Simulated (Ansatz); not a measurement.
# HfC (P6_3/mmc) in Ansatz: band structure with PBEsol

Aim: the band structure of HfC with PBEsol.

Everything below comes from runs of Ansatz 0.2.0. Logs are shortened: lines on timing, memory, paths and dates and some standing lists are left out, and cuts for length are marked.

## Step 1: Starting point

The structure is hexagonal, space group P6_3/mmc (No. 194). Conventional cell: a = 3.343 Å, b = 3.343 Å, c = 5.203 Å, α = 90.00°, β = 90.00°, γ = 120.00°. Around Hf (site symmetry -6m2) lie 6 C at 2.33 Å. Around C (site symmetry -3m) lie 6 Hf at 2.33 Å and 2 C at 2.60 Å.

The cell comes from a database or a generator and needn't be the stable form of this composition.

## Step 2: Band structure, PBEsol

Input file input.yaml:

```yaml
crystal:
  lattice:
    - [3.3428660531, 0.0, 0.0]
    - [-1.6714330265, 2.8950069234, 0.0]
    - [0.0, 0.0, 5.202714]
  atoms:
    - { symbol: Hf, position: [0.3333333333, 0.6666666667, 0.25] }
    - { symbol: Hf, position: [0.6666666667, 0.3333333333, 0.75] }
    - { symbol: C, position: [0.0, 0.0, 0.5] }
    - { symbol: C, position: [0.0, 0.0, 0.0] }
hamiltonian:
  xc: pbesol
  pseudopotentials: { kind: paw }
kpoints:
  mp_grid: { grid: [9, 9, 5] }
  band_path:
    path:
      - [[0.0, 0.0, 0.0], [0.5, 0.0, 0.0], [0.3333333333, 0.3333333333, 0.0], [0.0, 0.0, 0.0], [0.0, 0.0, 0.5], [0.5, 0.0, 0.5], [0.3333333333, 0.3333333333, 0.5], [0.0, 0.0, 0.5]]
      - [[0.5, 0.0, 0.5], [0.5, 0.0, 0.0]]
      - [[0.3333333333, 0.3333333333, 0.0], [0.3333333333, 0.3333333333, 0.5]]
    npoints: 14
scf:
  occupations: { method: fermi_dirac, width: 0.05 }
  n_extra_bands: 10
output:
  forces: true
  stress: true
  eigenvalues: true
  fatbands: true
```

Potentials or basis: Ansatz PAW.

Run with:

```bash
$ ansatz run input.yaml --threads 2 --pin off --max-ram 5632MiB --backend cpu --events-out ev --progress --plain --runs-dir out
```

Output:

```text
Warning: RAYON_NUM_THREADS=2 ignored (pool sized by the plan → 2); use --threads N
scf.n_extra_bands = 10 over 30 filled bands (N_el = 60.0): the run solves 40 bands
Engine: ansatz 0.2.0, aarch64-unknown-linux-gnu
Pseudopotentials: kind: paw
Pseudopotential: Hf, paw, valence charge 26, recommended cutoff 420 eV (normal), Hf.paw.azcp
Pseudopotential: C, paw, valence charge 4, recommended cutoff 420 eV (normal), C.paw.azcp
Functional definition: PBEsol
  exchange = pbesol_x
  correlation = pbesol_c
Crystal: 4 atoms, lattice volume = 50.350 Å³
Basis set: ecut = 420 eV, 977 PW (Γ), exchange–correlation on 48×48×72 points (8 copies of the dense FFT grid, shifted against one another)
Bands: 40, of which v1, the nominal top of the filled ones, is band 30 counted from 1 (29 counted from 0)
Symmetry: 24 space group operations
Space group: P63/mmc (ITA 194), of the structure as read, at distance tolerance 3.7e-5 Å
k-points: 36 of 405
Non-local potential: Hf, projectors of the file, l = 0: 3, l = 1: 2, l = 2: 2, l = 3: 3
Non-local potential: C, projectors of the file, l = 0: 2, l = 1: 2, l = 2: 1
PAW form: soft (Blöchl's): semilocal exchange-correlation on the pseudo side does not see the compensation charge
PAW frozen core: Hf, regenerated for the run's functional, and the local potential with it (the file was generated under x = pbe(κ = 0.804, μ = 0.2195149727645171), c = pbe(β = 0.06672455060314922))
PAW frozen core: C, regenerated for the run's functional, and the local potential with it (the file was generated under x = pbe(κ = 0.804, μ = 0.2195149727645171), c = pbe(β = 0.06672455060314922))
PAW one-centre angular grid: Hf, 590 points (default); XC on 64 Gauss nodes
PAW one-centre angular grid: C, 110 points (default); XC on 64 Gauss nodes
Initial density: superposition of atomic densities (neutral atoms: chi_scale 0, normalization atom), corrected by the library's trained network
Initial wavefunctions: pseudopotential atomic-orbital guess
Functional: x = pbesol(κ = 0.804, μ = 0.12345679012345678), c = pbesol(β = 0.046)
SCF iter   1: F=—  HF=-31692.646771 eV  |F-HF|=—  |Δ(HF+E_count)|=         —  Δρ=1.47e-2  dr2=1.34e-1  ethr=1.77e-3  ⟨swp⟩=4.9  Hψ=4623  notcnv=0  defer=25
preconditioner: auto → Kerker (q_TF=auto, 2.809 Å⁻¹)  [metal: Δε(μ)=0.027 eV  Ē_g=18.747 eV  σ=0.050 eV  W_gap=0.13  n_scr=22 (ndim 8)  ℏωp=39.2 eV  f_vac=0.000  D(μ)=0.73/eV (n_scr^D=2)]
SCF iter   2: F=—  HF=-31692.619536 eV  |F-HF|=—  |Δ(HF+E_count)|=   2.72e-2  Δρ=5.48e-3  dr2=1.43e-2  ethr=2.24e-4  ⟨swp⟩=2.0  Hψ=1970  notcnv=0  defer=112
SCF iter   3: F=—  HF=-31692.617219 eV  |F-HF|=—  |Δ(HF+E_count)|=   2.32e-3  Δρ=1.66e-3  dr2=6.85e-4  ethr=2.38e-5  ⟨swp⟩=2.0  Hψ=2123  notcnv=0  defer=112
SCF iter   4: F=—  HF=-31692.616885 eV  |F-HF|=—  |Δ(HF+E_count)|=   3.34e-4  Δρ=1.04e-3  dr2=2.60e-4  ethr=1.14e-6  ⟨swp⟩=2.1  Hψ=2436  notcnv=0  defer=112
SCF iter   5: F=—  HF=-31692.616893 eV  |F-HF|=—  |Δ(HF+E_count)|=   7.36e-6  Δρ=1.88e-4  dr2=1.77e-5  ethr=4.33e-7  ⟨swp⟩=2.0  Hψ=2289  notcnv=0  defer=112
SCF iter   6: F=—  HF=-31692.616904 eV  |F-HF|=—  |Δ(HF+E_count)|=   1.12e-5  Δρ=4.15e-5  dr2=8.35e-7  ethr=2.94e-8  ⟨swp⟩=2.0  Hψ=2397  notcnv=0  defer=112
SCF iter   7: F=—  HF=-31692.616904 eV  |F-HF|=—  |Δ(HF+E_count)|=   6.77e-8  Δρ=9.26e-6  dr2=5.28e-8  ethr=1.67e-10  ⟨swp⟩=10.7  Hψ=7776  notcnv=0
SCF iter   8: F=-31692.616904 eV  HF=-31692.616904 eV  |F-HF|=2.64e-9  |Δ(HF+E_count)|=   1.03e-7  Δρ=2.32e-6  dr2=2.00e-9  ethr=8.79e-11  ⟨swp⟩=5.8  Hψ=5683  notcnv=0
SCF 1 converged in 8 iterations: F = -31692.616904 eV  dr2 = 2.00e-9
NSCF: frozen V_eff on 129 k-points
SCF converged after 8 iterations
Free energy (F): -31692.616904 eV
Harris-Foulkes:  -31692.616904 eV  (|F-HF|=2.64e-9)
Internal energy: -31692.611996 eV  (E = F + TS)
E sigma→0 (E₀):  -31692.614450 eV
Entropy (-TS):   -0.004907 eV (-1.227 meV/atom)
Fermi energy:    20.355699 eV
--- Per-component energies (eV) ---
  E_band       = 218.834754
  E_kinetic    = 1021.751710
  E_local      = -10004.316419  (includes V_loc(G=0)·N_el)
  E_nonlocal   = -2422.783453
  E_hartree    = 4724.917841
  E_xc         = -692.018751
  E_vxc        = -652.403893  (∫ρ·V_xc dr)
  E_paw        = -13804.310055  (= ΣΔE_a)
  E_vpaw       = 2826.750074  (= ΣTr[D̂ρ^β])
  E_aug_tail   = 0.000010  (compensation charges beyond the density's cutoff)
  E_ewald      = -10518.397263
  E_core_change = 2.544384  (= ΣΔE_core)
  E_smearing   = -0.004907  (= −TS)
  E_closure    = -0.000000  (closes the sum)
  Σ components = -31692.616904   (vs F -31692.616904, Δ=0.00e0)
--- Forces (eV/Å), atoms counted from 1 ---
  atom   1  Hf     0.00000000     0.00000000     0.00000000
  atom   2  Hf     0.00000000    -0.00000000    -0.00000000
  atom   3  C      0.00000000     0.00000000    -0.00000000
  atom   4  C      0.00000000     0.00000000    -0.00000000
  max |Σ_I F_I| component: 1.30e-16 eV/Å
--- Stress (GPa, compression-positive) ---
       -8.398306       0.000000      -0.000000
        0.000000      -8.398306      -0.000000
       -0.000000      -0.000000      -5.301597
  P = ⅓ Tr σ = -7.3661 GPa (-73.661 kbar)
--- Band table (eV; the first three rows and the last of 36) ---
  k-point 0: bands = ["-41.0266", "-40.9771", "-10.1840", "-9.6108", "-9.6108", "-9.5206", "-9.5206", "-9.4372", "7.3645", "8.9900", "9.0005", "9.0042", "9.0114", "9.0114", "9.0485", "9.0485", "9.0553", "9.0553", "9.0667", "9.0739", "9.0739", "9.0763", "9.0797", "11.9064", "13.5163", "17.2864", "17.2864", "19.2449", "19.2449", "21.3856", "21.7975", "21.7975", "22.2696", "22.2696", "22.7339", "23.8550", "24.4390", "28.5112", "28.5112", "29.2750"]
  k-point 1: bands = ["-41.0219", "-40.9818", "-10.1173", "-9.6022", "-9.6022", "-9.5292", "-9.5292", "-9.5136", "7.6158", "8.9520", "9.0091", "9.0092", "9.0092", "9.0185", "9.0406", "9.0406", "9.0579", "9.0579", "9.0766", "9.0794", "9.0798", "9.0827", "9.0827", "10.9580", "14.6142", "17.3296", "17.3296", "18.7392", "18.7392", "20.2731", "22.6095", "22.6095", "22.6992", "22.6992", "22.9955", "24.0825", "25.0695", "27.7906", "27.8912", "27.8912"]
  k-point 2: bands = ["-41.0095", "-40.9942", "-9.9384", "-9.7081", "-9.5797", "-9.5797", "-9.5518", "-9.5518", "8.2821", "8.8342", "9.0109", "9.0109", "9.0207", "9.0220", "9.0220", "9.0264", "9.0747", "9.0747", "9.0775", "9.0785", "9.0851", "9.0851", "9.1620", "9.7344", "16.3773", "17.5357", "17.5357", "18.0133", "18.0133", "18.3226", "23.8165", "23.8165", "23.8771", "24.0730", "24.0730", "24.5600", "25.3648", "25.7456", "26.1831", "26.1831"]
  k-point 35: bands = ["-40.9770", "-40.9770", "-10.0061", "-10.0061", "-9.9556", "-9.8681", "-9.5660", "-9.5660", "8.9300", "8.9697", "9.0196", "9.0196", "9.0416", "9.0416", "9.0437", "9.0517", "9.0559", "9.0559", "9.0570", "9.0570", "9.0625", "9.0625", "10.3894", "10.6163", "15.2638", "15.2638", "17.3226", "17.8655", "17.8655", "18.7094", "22.1478", "22.1478", "23.8729", "23.8729", "27.1862", "27.4326", "27.5408", "27.5408", "28.4388", "28.5147"]
```

bands.tsv:

```text
# k_distance	band_0	band_1	band_2	band_3	band_4	band_5	band_6	band_7	band_8	band_9	band_10	band_11	band_12	band_13	band_14	band_15	band_16	band_17	band_18	band_19	band_20	band_21	band_22	band_23	band_24	band_25	band_26	band_27	band_28	band_29	band_30	band_31	band_32	band_33	band_34	band_35	band_36	band_37	band_38	band_39
[... 149 lines left out ...]
7.741025	-61.332691	-61.332691	-30.371747	-30.371747	-30.267757	-30.267757	-29.910913	-29.910913	-11.406146	-11.406146	-11.335441	-11.335441	-11.314034	-11.314034	-11.309206	-11.309206	-11.299985	-11.299985	-11.297197	-11.297197	-11.295279	-11.295279	-9.854102	-9.854102	-5.143875	-5.143875	-2.412497	-2.412497	-2.379223	-2.379223	1.932657	1.932657	3.324679	3.324679	7.069922	7.069922	7.113963	7.113963	7.983676	7.983676
```

Wall time 7.6 s (2 threads of Arm Neoverse V1, shared host); peak memory 0.38 GiB.

What came out:

```yaml
Free_energy: -31692.6169 eV
Pressure: -7.4 GPa
Band_gap_on_the_k_mesh: none (metal or under the smearing width)
```

Levels at the corners of the path, in eV from the Fermi level:
```csv
point,band 26,band 27,band 28,band 29,band 30,band 31,band 32,band 33,band 34,band 35
Γ,-3.07,-3.07,-1.11,-1.11,1.03,1.44,1.44,1.91,1.91,2.38
M,-4.04,-3.45,-3.26,-1.79,-1.06,1.50,4.32,4.77,4.80,5.55
K,-4.26,-4.26,-3.54,-3.54,0.62,1.03,1.03,4.97,4.97,5.69
Γ,-3.07,-3.07,-1.11,-1.11,1.03,1.44,1.44,1.91,1.91,2.38
A,-3.02,-2.62,-2.62,-2.62,-2.62,3.97,3.97,3.97,3.97,4.07
L,-4.38,-2.99,-2.99,-2.34,-2.34,1.35,1.35,4.69,4.69,5.28
H,-5.14,-2.41,-2.41,-2.38,-2.38,1.93,1.93,3.32,3.32,7.07
A,-3.02,-2.62,-2.62,-2.62,-2.62,3.97,3.97,3.97,3.97,4.07
L,-4.38,-2.99,-2.99,-2.34,-2.34,1.35,1.35,4.69,4.69,5.28
M,-4.04,-3.45,-3.26,-1.79,-1.06,1.50,4.32,4.77,4.80,5.55
K,-4.26,-4.26,-3.54,-3.54,0.62,1.03,1.03,4.97,4.97,5.69
H,-5.14,-2.41,-2.41,-2.38,-2.38,1.93,1.93,3.32,3.32,7.07
```

Caveat: spin-orbit coupling is left out, which moves the levels of the heavy elements; the PAW data sets come from PBE, with cores solved anew for the run's functional, which leaves a small shift of forces and pressure.

## Step 3: For comparison

An earlier run on the cell as given: functional PBEsol; potentials or basis Ansatz PAW; cutoff 420 eV (not typed: the program's choice for these potentials); k mesh 9 × 9 × 5; occupations fermi-dirac, width 0.05 eV; no spin polarisation.

- Pressure: -7.4 GPa
- Band gap on the k mesh: none (metal or under the smearing width)
